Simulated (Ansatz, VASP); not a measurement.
GdN: VASP beside Ansatz

```
Gd N
1.0
     0.00000    2.50101    2.50101
     2.50101    0.00000    2.50101
     2.50101    2.50101    0.00000
Gd N
1 1
Direct
  0.00000 0.00000 0.00000
  0.50000 0.50000 0.50000
```

Alike in both runs: task single point; functional PBE; k mesh 10 × 10 × 10; occupations gaussian, width 0.05 eV; collinear spin; Hubbard terms Gd f U = 6.0 eV.

|  | VASP | Ansatz |
| --- | --- | --- |
| version | VASP 6.6.1 | Ansatz 0.2.0 |
| potentials or method | VASP PAW PBE potentials, release 64 (Gd, N) | scalar-relativistic, plane waves, PAW |
| plane-wave cutoff (eV) | 520 | 420 |
| valence electrons in the cell | 23 | 23 |

```tsv
	VASP	Ansatz	Ansatz less VASP
gap on the k mesh at the Fermi level (eV)	none	none	-
pressure (GPa)	0.3	0.0	-0.29
net moment per atom (μB)	3.50	3.50	0.000
size of the moment on the site where the two differ most (μB)	6.87	6.94	+0.064
```

Site moments also hang on the region over which each program counts them. The programs project onto different local orbitals, so the same U acts differently. A gap of «none» marks a metal or a gap that the smearing closes. Ansatz warned: «filled_band_counts_differ_across_k_points».

Caveats: spin-orbit coupling is left out, which moves the levels of the heavy elements; a cell with one magnetic atom can't hold antiferromagnetic order, which such compounds often take. The state reached can hang on the start; a lower one may exist.
